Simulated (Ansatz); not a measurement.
A plane-wave DFT run in Ansatz 0.2.0 (scalar-relativistic PAW potentials unless the input names others): input and command.

```yaml
crystal:
  lattice:
    - [1.6028500343, 0.9254058988, 3.4870273903]
    - [-1.6028500343, 0.9254058988, 3.4870273903]
    - [0.0, -1.8508117976, 3.4870273903]
  atoms:
    - { symbol: Mg, position: [0.0, 0.0, 0.0] }
    - { symbol: O, position: [0.4288490066, 0.4288490066, 0.4288490066] }
    - { symbol: O, position: [0.5711509934, 0.5711509934, 0.5711509934] }
basis:
  ecutwfc: 500
kpoints:
  mp_grid: { grid: [1, 1, 1] }
hamiltonian:
  xc: r2scan
scf:
  occupations: { method: gaussian, width: 0.02 }
  max_iter: 60
output:
  forces: true
  eigenvalues: true
  stress: true
```

```bash
ansatz run input.yaml --threads 1 --pin off --max-ram 2560MiB --backend cpu --events-out ev --progress --plain --runs-dir out
```

Abridged log:
```
Basis set: ecut = 500 eV, 775 PW (Γ), exchange–correlation on 120×120×120 points (64 copies of the dense FFT grid, shifted against one another)
Bands: 15, of which v1, the nominal top of the filled ones, is band 11 counted from 1 (10 counted from 0)
Symmetry: 12 space group operations
k-points: 1
SCF iter   1: F=—  HF=-3060.235542 eV  |F-HF|=—  |Δ(HF+E_count)|=         —  Δρ=7.08e-2  dr2=9.52e-1  dr2_τ=3.23e-1  ethr=1.77e-3  ⟨swp⟩=6.0  Hψ=82  notcnv=0
SCF iter   2: F=—  HF=-3060.149277 eV  |F-HF|=—  |Δ(HF+E_count)|=   8.63e-2  Δρ=3.01e-2  dr2=1.10e-1  dr2_τ=1.93e-2  ethr=1.77e-3  ⟨swp⟩=2.0  Hψ=34  notcnv=0
SCF iter   3: F=—  HF=-3060.184475 eV  |F-HF|=—  |Δ(HF+E_count)|=   3.52e-2  Δρ=1.31e-2  dr2=2.12e-2  dr2_τ=2.04e-3  ethr=5.01e-4  ⟨swp⟩=2.0  Hψ=19  notcnv=0
SCF iter   4: F=—  HF=-3060.200479 eV  |F-HF|=—  |Δ(HF+E_count)|=   1.60e-2  Δρ=4.63e-4  dr2=2.49e-5  dr2_τ=6.76e-6  ethr=9.65e-5  ⟨swp⟩=3.0  Hψ=26  notcnv=0
SCF iter   5: F=—  HF=-3060.200552 eV  |F-HF|=—  |Δ(HF+E_count)|=   7.34e-5  Δρ=9.58e-5  dr2=1.34e-6  dr2_τ=1.93e-7  ethr=1.13e-7  ⟨swp⟩=2.0  Hψ=26  notcnv=0
SCF iter   6: F=-3060.200554 eV  HF=-3060.200554 eV  |F-HF|=8.73e-9  |Δ(HF+E_count)|=   1.52e-6  Δρ=1.58e-5  dr2=4.26e-8  dr2_τ=5.96e-9  ethr=4.55e-10  ⟨swp⟩=7.0  Hψ=69  notcnv=0
SCF 1 converged in 6 iterations: F = -3060.200554 eV  dr2 = 4.26e-8
SCF converged after 6 iterations
Free energy (F): -3060.200554 eV
Harris-Foulkes:  -3060.200554 eV  (|F-HF|=8.73e-9)
Internal energy: -3060.200554 eV  (E = F + TS)
E sigma→0 (E₀):  -3060.200554 eV
Fermi energy:    9.056271 eV
--- Forces (eV/Å), atoms counted from 1 ---
  atom   1  Mg     0.00000000     0.00000000     0.00000000
  atom   2  O      0.00000000     0.00000000     0.16418178
  atom   3  O      0.00000000     0.00000000    -0.16418178
--- Stress (GPa, compression-positive) ---
       36.845432       0.000000       0.000000
        0.000000      36.845432       0.000000
        0.000000       0.000000     -40.522487
  P = ⅓ Tr σ = 11.0561 GPa (110.561 kbar)
```

What should be changed?

The fault is one k-point for a small cell (kpoints.mp_grid.grid: [12, 12, 12] → [1, 1, 1], the first being the value of the sound run). Setting it back cures it. The run converged all the same, with an energy at zero smearing 1.2 eV/atom above the reference's, pressure 11.06 GPa, largest force 0.164 eV/Å, gap on the mesh 5.88 eV, so convergence alone doesn't show that an input is right. A reference run from the same start on usual settings converged with pressure -4.82 GPa, largest force 0.145 eV/Å, gap on the mesh 3.00 eV.

It took 0.84 s on 1 thread of Intel(R) Xeon(R) 6975P-C (Granite Rapids) (shared host), peak memory 0.41 GiB.